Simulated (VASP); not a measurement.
TiSi2, 6 atoms in the cell. It takes space group Fddd (No. 70, orthorhombic). The conventional cell has a = 4.779 Å, b = 8.235 Å, c = 8.526 Å, α = 90.00°, β = 90.00°, γ = 90.00°. Ti (site symmetry 222) is surrounded by 10 Si at 2.55 to 2.78 Å. Around Si (site symmetry 2) lie 5 Si at 2.52 to 2.79 Å and 5 Ti at 2.55 to 2.78 Å. The cell is a database's computed one.

- Program: VASP 6.6.1
- Task: band structure
- Functional: PBE
- Potentials or basis: VASP PAW PBE potentials, release 64 (Ti_sv, Si)
- Cutoff: 600 eV
- k mesh: 5 × 5 × 5
- Occupations: fermi-dirac, width 0.05 eV
- Spin: no spin polarisation
- Further INCAR settings: ALGO = Normal; EDIFF = 1e-06; NBANDS = 29

Potentials or basis: VASP PAW PBE potentials, release 64 (Ti_sv, Si).

Run with:

```bash
$ cat potpaw_PBE.64/Ti_sv/POTCAR potpaw_PBE.64/Si/POTCAR > POTCAR
$ mpirun -np 1 vasp_std > vasp.out
```

Hardware: 1 thread of AMD EPYC 7R13 Processor (Zen 3), with other jobs on the host.

Estimate the wall time of this run.

Wall time 11 min on 1 thread of AMD EPYC 7R13 Processor (Zen 3) (shared host), peak memory 0.29 GiB. Counts: scf iterations 95, k points 27.
